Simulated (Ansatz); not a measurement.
The cell is COD entry 5910030, as deposited and not checked against the literature; nothing was relaxed. It differs from other determinations. The listed cell was then made from it by scaling, straining or moving an atom.

An input for BaO: DFT, LDA, all-electron LAPW, scalar-relativistic (Ansatz 0.2.0).

```yaml
crystal:
  lattice:
    - [0.0, 2.7861883605, 2.7861883605]
    - [2.7861883605, 0.0, 2.7861883605]
    - [2.7861883605, 2.7861883605, 0.0]
  atoms:
    - { symbol: Ba, position: [0.0, 0.0, 0.0] }
    - { symbol: O, position: [0.5, 0.5, 0.5] }
kpoints:
  mp_grid: { grid: [9, 9, 9] }
scf:
  occupations: { method: fermi_dirac, width: 0.02 }
hamiltonian:
  xc: lda
  pseudopotentials: { kind: all_electron, lapw: { basis_error: 0.001 } }
output:
  forces: true
  stress: true
  eigenvalues: true
```

The results part of the log:

```
SCF 1 converged in 9 iterations: F = -223241.464440 eV  dr2 = 1.40e-10
SCF converged after 9 iterations
Free energy (F): -223241.464440 eV
Harris-Foulkes:  -223241.464440 eV  (|F-HF|=9.02e-10)
Internal energy: -223241.464440 eV  (E = F + TS)
E sigma→0 (E₀):  -223241.464440 eV
Fermi energy:    11.641189 eV
--- Per-component energies (eV) ---
  E_band       = -2100.066740
  E_kinetic    = 237663.046160
  E_xc         = -5443.249321
  E_electrostatic = -455461.261278  (all electrons and nuclei)
  E_smearing   = -0.000000  (= −TS)
  E_closure    = 0.000000  (closes the sum)
  E_atoms      = -223228.229496  (free atoms, spherical and without spin; not in F)
  Σ components = -223241.464440   (vs F -223241.464440, Δ=0.00e0)
  Basis errors (estimates in eV, not in F): energy 3.2e-4 per atom: plane waves 2.9e-4 (1.6e-4 summed), levels above the bands 6.8e-132, relativity 5.1e-9, radial functions 2.8e-5, core shells 5.1e-9; eigenvalues (radial functions only) 2.5e-5; not estimated: angular momenta, meshes, grids; target (lapw.basis_error) 1.0e-3; muffin-tin radii O 1.320 Å, Ba 1.467 Å
--- Forces (eV/Å), atoms counted from 1 ---
  atom   1  Ba    -0.00000000    -0.00000000     0.00000000
  atom   2  O      0.00000000    -0.00000000    -0.00000000
  max |Σ_I F_I| component: 3.94e-31 eV/Å
--- Stress (GPa, compression-positive) ---
       -5.435821      -0.000000      -0.000000
       -0.000000      -5.435821      -0.000000
       -0.000000      -0.000000      -5.435821
  P = ⅓ Tr σ = -5.4358 GPa (-54.358 kbar)
--- Band table (eV; the first three rows and the last of 35) ---
  k-point 0: bands = ["-223.9149", "-161.2989", "-161.2989", "-161.2989", "-70.4389", "-70.4389", "-70.4389", "-70.4282", "-70.4282", "-15.0960", "-4.0077", "0.4215", "0.4215", "0.4215", "10.2308", "10.2308", "10.2308", "13.9307", "15.3382", "15.3382", "15.3382"]
  k-point 1: bands = ["-223.9149", "-161.2989", "-161.2989", "-161.2989", "-70.4389", "-70.4389", "-70.4389", "-70.4282", "-70.4282", "-15.0688", "-4.0930", "0.3952", "0.4070", "0.4070", "9.9655", "10.0904", "10.0904", "14.4528", "15.1350", "15.5452", "15.5452"]
  k-point 2: bands = ["-223.9149", "-161.2989", "-161.2989", "-161.2989", "-70.4389", "-70.4389", "-70.4389", "-70.4282", "-70.4282", "-14.9987", "-4.3087", "0.3320", "0.3709", "0.3709", "9.4397", "9.7672", "9.7672", "14.9151", "15.7713", "16.1261", "16.1261"]
  k-point 34: bands = ["-223.9149", "-161.2989", "-161.2989", "-161.2989", "-70.4389", "-70.4389", "-70.4388", "-70.4282", "-70.4282", "-14.7891", "-4.3859", "-0.6187", "-0.5291", "0.3408", "9.3395", "10.3213", "10.3987", "14.6622", "15.6265", "17.5417", "19.6469"]
```
